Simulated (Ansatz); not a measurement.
# BN: the cost of one run

Method: DFT PBE, scalar-relativistic, plane waves, PAW, in Ansatz 0.2.0.

### 1 The starting structure

The structure is hexagonal, space group P6_3mc (No. 186). Conventional cell: a = 2.555 Å, b = 2.555 Å, c = 4.225 Å, α = 90.00°, β = 90.00°, γ = 120.00°. B (site symmetry 3m) has 4 N at 1.57 to 1.58 Å as nearest neighbours. N (site symmetry 3m) has 4 B at 1.57 to 1.58 Å as nearest neighbours.

Structure file:

```cif
data_structure
_symmetry_space_group_name_H-M 'P6_3mc'
_symmetry_Int_Tables_number 186
_cell_length_a 2.5546
_cell_length_b 2.5546
_cell_length_c 4.2245
_cell_angle_alpha 90.000
_cell_angle_beta 90.000
_cell_angle_gamma 120.000
_cell_volume 23.88
loop_
_atom_site_label
_atom_site_type_symbol
_atom_site_symmetry_multiplicity
_atom_site_Wyckoff_symbol
_atom_site_fract_x
_atom_site_fract_y
_atom_site_fract_z
_atom_site_occupancy
B1 B 2 b 0.66667 0.33333 0.99981 1
N1 N 2 b 0.66667 0.33333 0.62519 1
```

It goes back to an entry of the Materials Project, which need not be the stable form.

This cell was relaxed beforehand with the same method: volume 5.97 Å³/atom, gap on the mesh 5.23 eV.

### 2 Zero of energy

Reference values: F = -1084.4829 eV; pressure -0.01 GPa; largest force 0.001 eV/Å; gap on the mesh 5.23 eV. It was computed beforehand with the settings of the runs below.

### 3 Setting up an energy map of one atom

Atom 3 (N) is moved by p along (1.000, 0.000, 0.000) and q along (0.000, 0.000, 1.000) (Å), all else fixed; its images in the other cells move with it. Points alike by symmetry are run once.

### 4 p = -0.450, q = -0.450

The input, input.yaml:

```yaml
crystal:
  lattice:
    - [2.554580096, 0.0, 0.0]
    - [-1.277290048, 2.2123312591, 0.0]
    - [0.0, 0.0, 4.2245145352]
  atoms:
    - { symbol: B, position: [0.6666666667, 0.3333333333, 0.9998058547] }
    - { symbol: B, position: [0.3333333333, 0.6666666667, 0.4998058547] }
    - { symbol: "N", position: [0.4905124718, 0.3333333333, 0.51867303] }
    - { symbol: "N", position: [0.3333333333, 0.6666666667, 0.1251941453] }
basis:
  ecutwfc: 420
kpoints:
  mp_grid: { grid: [12, 12, 6] }
hamiltonian:
  xc: pbe
scf:
  occupations: { method: gaussian, width: 0.05 }
output:
  forces: true
  stress: true
  eigenvalues: true
```

On the command line:

```bash
$ ansatz run input.yaml --threads 2 --pin off --max-ram 5120MiB --backend cpu --events-out ev --progress --plain --runs-dir out
```

Q: Estimate wall time and peak memory on 2 threads of Intel Xeon Platinum 8259CL at 2.50GHz (Skylake/Cascade Lake), shared host.

About 11 s, with a peak of 0.48 GiB.
